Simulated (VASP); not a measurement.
Write the native input for VASP 6.6.1 that does the following.

```
Task                   : relaxation of cell and atoms
Functional             : PBE
Potentials or basis    : VASP PAW PBE potentials, release 64 (Cr_pv, O)
Cutoff                 : 600 eV
k mesh                 : 9 × 9 × 9
Occupations            : methfessel-paxton, width 0.1 eV
Spin                   : collinear spin, ferromagnetic start
Starting moments       : [3.0, 3.0, 3.0, 3.0, 0.0, 0.0, 0.0, 0.0, 0.0, 0.0] μB
Hubbard terms          : Cr d U = 3.7 eV
Further INCAR settings : ALGO = Normal; EDIFF = 1e-06; AMIX = 0.2; BMIX = 0.0001; IBRION = 2; EDIFFG = -0.01; NSW = 90; ISIF = 3
```

The structure of Cr2O3 lies in POSCAR:

```
Cr2O3
1.0
    2.4785000000      1.4309626400      4.5307666700
   -2.4785000000      1.4309626400      4.5307666700
    0.0000000000     -2.8619252800      4.5307666700
Cr O
4 6
Direct
    0.3474800000      0.3474800000      0.3474800000
    0.1525200000      0.1525200000      0.1525200000
    0.6525200000      0.6525200000      0.6525200000
    0.8474800000      0.8474800000      0.8474800000
    0.5558000000      0.9442000000      0.2500000000
    0.2500000000      0.5558000000      0.9442000000
    0.9442000000      0.2500000000      0.5558000000
    0.4442000000      0.0558000000      0.7500000000
    0.7500000000      0.4442000000      0.0558000000
    0.0558000000      0.7500000000      0.4442000000
```

These files were run (other wordings do the same):

INCAR

```
  PREC = Accurate
  ENCUT = 600
  EDIFF = 1E-6
  ISMEAR = 1
  SIGMA = 0.1
  LREAL = F
  LASPH = T
  NELM = 150
  ALGO = Normal
  ISIF = 3
  LWAVE = F
  LCHARG = F
  ISPIN = 2
  MAGMOM = 3 3 3 3 0 0 0 0 0 0
  LORBIT = 11
  LMAXMIX = 4
  LDAU = T
  LDAUTYPE = 2
  LDAUL = 2 -1
  LDAUU = 3.7 0
  LDAUJ = 0 0
  LDAUPRINT = 1
  GGA = PE
  IBRION = 2
  NSW = 90
  EDIFFG = -0.01
  AMIX = 0.2
  BMIX = 1E-4
  AMIX_MAG = 0.8
  BMIX_MAG = 1E-4
  KPAR = 4
```

KPOINTS

```
Automatic mesh
0
Gamma
  9 9 9
```

Potentials or basis: VASP PAW PBE potentials, release 64 (Cr_pv, O).

Run with:

```sh
$ cat potpaw_PBE.64/Cr_pv/POTCAR potpaw_PBE.64/O/POTCAR > POTCAR
$ mpirun -np 4 vasp_std > vasp.out
```

It gave:

```
Relaxed volume                                        : 10.30 Å³/atom
Relaxed cell                                          : a = 5.450 Å, b = 5.450 Å, c = 5.450 Å, α = 55.67°, β = 55.67°, γ = 55.67°
Space group after relaxing (to 0.05 Å)                : R-3c (No. 167)
Energy gained by relaxing                             : 34.6 meV/atom
Ionic steps                                           : 10
Pressure after relaxing                               : 0.0 GPa
Largest force after relaxing                          : 0.008 eV/Å
Band gap on the k mesh                                : 2.63 eV, indirect (least direct gap 2.72 eV)
Net moment                                            : 12.00 μB per cell
Site moments                                          : Cr +3.00; O -0.06 μB
Valence electrons inside the program's atomic spheres : Cr 10.55; O 5.05
```

Caveat: an odd mesh through Γ misses points on the zone boundary, where band edges often lie; only a ferromagnetic start was run, and an antiferromagnetic order may lie lower in energy.

Wall time 44 min on 4 MPI ranks on AMD EPYC 9R45 96-Core Processor (Zen 5), with other jobs on the host, peak memory 0.93 GiB a rank.
